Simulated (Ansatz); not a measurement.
TaC: the change of pressure and energy less free atoms with volume per atom

All results are calculated (Ansatz 0.2.0). Periodic Kohn-Sham DFT of a crystal at fixed atoms; pressure and stress are positive in compression; the energy is the free energy less that of spherical unpolarised free atoms; site moments are those in the method's own spheres, positive along +z.

Cell of the first row (space group Fm-3m, No. 225):
```
cell vectors (Å)
   0.0000     2.1819     2.1819
   2.1819     0.0000     2.1819
   2.1819     2.1819     0.0000
atoms (fractions of the cell vectors)
Ta  0.00000  0.00000  0.00000
C   0.50000  0.50000  0.50000
```

Settings of every row: method all-electron LAPW; functional PBE; relativity scalar; k mesh 16x16x16; filling fermi-dirac; smearing width 0.05 eV; basis error target 1 meV/atom; nucleus gaussian.

Atom start moment: 0 on all atoms.

Limits: no spin-orbit coupling on heavy atoms.

```
row  volume per atom (Å³)  pressure (GPa)  energy less free atoms (eV/atom)
  1                10.388          28.482                          -10.0114
  2                10.714          15.818                          -10.0561
  3                11.045               ?                                 ?
  4                11.376          -4.734                          -10.0769
  5                11.708         -12.877                          -10.0584
```

Question: what pressure and energy less free atoms should row 3 give?

Worked fit of pressure. Take u = (V_r/V)^(2/3) − 1 with V_r = 11.045 Å³ an atom, which is twice the finite (Eulerian) strain; such expansions in the strain, on which the Birch-Murnaghan equation of state is built, carry the rest volume and the bulk modulus. The shown rows have u = 0.04173, 0.02049, -0.01949, -0.03812. Least squares give pressure = 4.7537 + 513.074 × u + 1329.15 × u² GPa; a straight line predicts inner rows, each left out in turn, worse (root mean square 1.2 against 0.017 GPa). The rows lie off it by 0.003, -0.007, 0.007, -0.004 (root mean square 0.0055 GPa). The pressure vanishes at u = -0.0095, or V = 11.2 Å³ an atom, and there the bulk modulus at fixed shape and fractions is B = −V dP/dV = (2/3)(1 + u) dP/du = 322 GPa. The withheld row has u = 0, so the fit gives 4.7537 + 513.074 × (0) + 1329.15 × (0)² = 4.754 GPa.

The calculation gave 4.757 GPa. The fit lies 0.003 GPa (0.0073 % of the column's range) below it; its largest miss of a shown row is 0.007 GPa.

Worked fit of energy less free atoms. Take u = (V_r/V)^(2/3) − 1 with V_r = 11.045 Å³ an atom, which is twice the finite (Eulerian) strain; such expansions in the strain, on which the Birch-Murnaghan equation of state is built, carry the rest volume and the bulk modulus. The shown rows have u = 0.04173, 0.02049, -0.01949, -0.03812. Least squares give energy less free atoms = −10.07708 + 0.4951 × u + 25.852 × u² eV/atom; a straight line predicts inner rows, each left out in turn, worse (root mean square 0.024 against 3.5e-05 eV/atom). All shown rows lie on it to the printed digit. Its lowest point lies at u = -0.0096, or V = 11.21 Å³ an atom, and the curvature there gives the bulk modulus at fixed shape and fractions, B = (4/9)(1 + u)² E″(u)/V = 322 GPa. The withheld row has u = 0, so the fit gives −10.07708 + 0.4951 × (0) + 25.852 × (0)² = -10.0771 eV/atom.

The calculation gave -10.0771 eV/atom. The fit meets it to the printed digit.
